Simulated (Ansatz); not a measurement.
# F (bcc type): the cost of one run

Computed with Ansatz 0.2.0 (DFT PBE, with the methods named in each step, unless a step's input says otherwise).

### 1 Starting point

It takes space group Im-3m (No. 229, cubic). Conventional cell: a = 2.728 Å, b = 2.728 Å, c = 2.728 Å, α = 90.00°, β = 90.00°, γ = 90.00°. Around F (site symmetry m-3m) lie 8 F at 2.36 Å.

Structure file:

```
F
1.0
    -1.36394    1.36394    1.36394
     1.36394   -1.36394    1.36394
     1.36394    1.36394   -1.36394
F
1
Direct
  0.00000 0.00000 0.00000
```

Whether this phase is the stable one at these pressures isn't tested.

### 2 The reference volume, LAPW

File input.yaml:

```yaml
crystal:
  lattice:
    - [-1.3639358855, 1.3639358855, 1.3639358855]
    - [1.3639358855, -1.3639358855, 1.3639358855]
    - [1.3639358855, 1.3639358855, -1.3639358855]
  atoms:
    - { symbol: F, position: [0.0, 0.0, 0.0] }
kpoints:
  mp_grid: { grid: [18, 18, 18] }
  band_path:
    path:
      - [0.0, 0.0, 0.0]
      - [0.5, -0.5, 0.5]
      - [0.0, 0.0, 0.5]
      - [0.0, 0.0, 0.0]
      - [0.25, 0.25, 0.25]
      - [0.5, -0.5, 0.5]
      - [0.25, 0.25, 0.25]
      - [0.0, 0.0, 0.5]
    npoints: 14
scf:
  occupations: { method: fermi_dirac, width: 0.08 }
hamiltonian:
  xc: pbe
  pseudopotentials: { kind: all_electron, lapw: { basis_error: 0.001 } }
output:
  forces: true
  stress: true
  eigenvalues: true
  populations: true
  dos: { projected: true, de: 0.2, e_range: [-14, 8] }
```

On the command line:

```
$ ansatz run input.yaml --threads 1 --pin off --max-ram 2048MiB --backend cpu --events-out ev --progress --plain --runs-dir out
```

What time and memory should one allow on 1 thread of Arm Neoverse V1, shared host?

About 7.5 s, with a peak of 0.25 GiB.
